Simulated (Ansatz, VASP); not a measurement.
**One calculation of SiC, two programs**

Contents of POSCAR:

```
SiC
1.0
    0.0000000000      2.2817276394      2.2817276394
    2.2817276394      0.0000000000      2.2817276394
    2.2817276394      2.2817276394      0.0000000000
Si C
1 1
Direct
    0.0000000000      0.0000000000      0.0000000000
    0.2500000000      0.2500000000      0.2500000000
```

INCAR.step1

```
PREC = Accurate
ENCUT = 520
ISMEAR = 0
SIGMA = 0.01
LREAL = F
LASPH = T
NELM = 80
NBANDS = 11
GGA = PE
ALGO = Normal
EDIFF = 1E-4
LWAVE = T
LCHARG = F
```

The input INCAR.step2:

```
PREC = Accurate
ENCUT = 520
EDIFF = 1E-7
ISMEAR = 0
SIGMA = 0.01
LREAL = F
LASPH = T
NELM = 80
ALGO = Normal
ISIF = 2
LWAVE = F
LCHARG = F
METAGGA = R2SCAN
LMIXTAU = T
NBANDS = 11
ISTART = 1
```

The input KPOINTS:

```
regular mesh
0
Gamma
  10 10 10
```

Input for Ansatz:

```yaml
crystal:
  lattice:
    - [0.0, 2.2817276394, 2.2817276394]
    - [2.2817276394, 0.0, 2.2817276394]
    - [2.2817276394, 2.2817276394, 0.0]
  atoms:
    - { symbol: Si, position: [0.0, 0.0, 0.0] }
    - { symbol: C, position: [0.25, 0.25, 0.25] }
kpoints:
  mp_grid: { grid: [10, 10, 10] }
  band_path:
    path:
      - [0.0, 0.0, 0.0]
      - [-0.5, -0.5, 0.0]
      - [-0.375, -0.375, 0.25]
      - [-0.375, 0.0, 0.375]
      - [0.0, 0.0, 0.5]
      - [-0.5, -0.25, 0.25]
    npoints: 1
hamiltonian:
  xc: r2scan
scf:
  occupations: { method: fixed }
  n_extra_bands: 4
output:
  forces: true
  stress: true
  eigenvalues: true
```

Change from the starting cell: hydrostatic strain +4.8%.

Alike in both runs: task single point; functional r2SCAN; k mesh 10 × 10 × 10; no spin polarisation.

```csv
,VASP,Ansatz
version,VASP 6.6.1,Ansatz 0.2.0
potentials or method,"VASP PAW PBE potentials, release 64 (Si, C)","plane waves, PAW"
plane-wave cutoff (eV),520,500
occupations,"gaussian, width 0.01 eV",fixed
valence electrons in the cell,8,8
```

|  | VASP | Ansatz | Ansatz less VASP |
| --- | --- | --- | --- |
| gap on the k mesh at the Fermi level (eV) | 1.80 | 1.79 | -0.008 |
| pressure (GPa) | -24.1 | -24.0 | +0.09 |

Caveats: so large a pressure means that the cell lies far from this level's equilibrium, or that cutoff or potentials fall short (VASP); the potentials were made for another functional, which shifts forces and pressure (VASP). A k mesh can miss the band edges.
